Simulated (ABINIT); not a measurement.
The system is AlN.

```
CELL_PARAMETERS angstrom
3.11300 0.00000 0.00000
-1.55650 2.69594 0.00000
0.00000 0.00000 4.98100
ATOMIC_POSITIONS crystal
Al 0.66667 0.33333 0.50000
Al 0.33333 0.66667 0.00000
N 0.66667 0.33333 0.88000
N 0.33333 0.66667 0.38000
```

Base run:

| Quantity | Value |
| --- | --- |
| Program | ABINIT 10.8.3 (patched build) |
| Functional | r2SCAN |
| Potentials or basis | JTH PAW PBE v2.0 |
| Cutoff | 844 eV |
| k mesh | 10 × 10 × 6 |
| Occupations | fermi-dirac, width 0.05 eV |
| Spin | no spin polarisation |

Its results: band gap on the k mesh 4.81 eV, direct; largest force 0.151 eV/Å.

Problem. After a change of settings the same cell gave: band gap on the k mesh 4.23 eV, direct; largest force 0.138 eV/Å. Which change was it?
A. cutoff from 844 eV to 816 eV; k mesh from 10 × 10 × 6 to 4 × 4 × 2; fine-grid cutoff from 1442.2 eV to 1414.99 eV
B. functional from r2SCAN to revPBE
C. functional from r2SCAN to BLYP; cutoff from 844 eV to 680 eV; fine-grid cutoff from 1442.2 eV to 1278.94 eV

Solution. B.

r2SCAN gives the wider gap, since meta-GGAs in the generalised Kohn-Sham scheme recover part of the derivative discontinuity.

Caveats: the PAW data sets were made with another functional, which shifts forces and pressure a little.

Not every run made on this cell is shown here.
